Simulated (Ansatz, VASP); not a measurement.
**Two plane-wave programs on Al**

```
CELL_PARAMETERS angstrom
4.98693 0.00000 0.00000
0.00000 4.98693 0.00000
0.00000 0.00000 4.98693
ATOMIC_POSITIONS crystal
Al 0.25000 0.00000 0.50000
Al 0.75000 0.00000 0.50000
Al 0.50000 0.25000 0.00000
Al 0.50000 0.75000 0.00000
Al 0.00000 0.50000 0.25000
Al 0.00000 0.50000 0.75000
```

Alike in both runs: functional PBE; k mesh 8 × 8 × 8; occupations gaussian, width 0.1 eV; no spin polarisation.

Ansatz relaxed the structure, and its values are those at the end. VASP's run is a single point on that final structure, the one shown.

|  | VASP | Ansatz |
| --- | --- | --- |
| version | VASP 6.6.1 | Ansatz 0.2.0 |
| potentials or method | VASP PAW PBE potentials, release 64 (Al) | scalar-relativistic, plane waves, PAW |
| plane-wave cutoff (eV) | 520 | 420 |
| valence electrons in the cell | 18 | 18 |

|  | VASP | Ansatz | Ansatz less VASP |
| --- | --- | --- | --- |
| gap on the k mesh at the Fermi level (eV) | none | none | - |
| pressure (GPa) | 0.0 | 0.0 | +0.02 |

A gap of «none» marks a metal or a gap that the smearing closes.
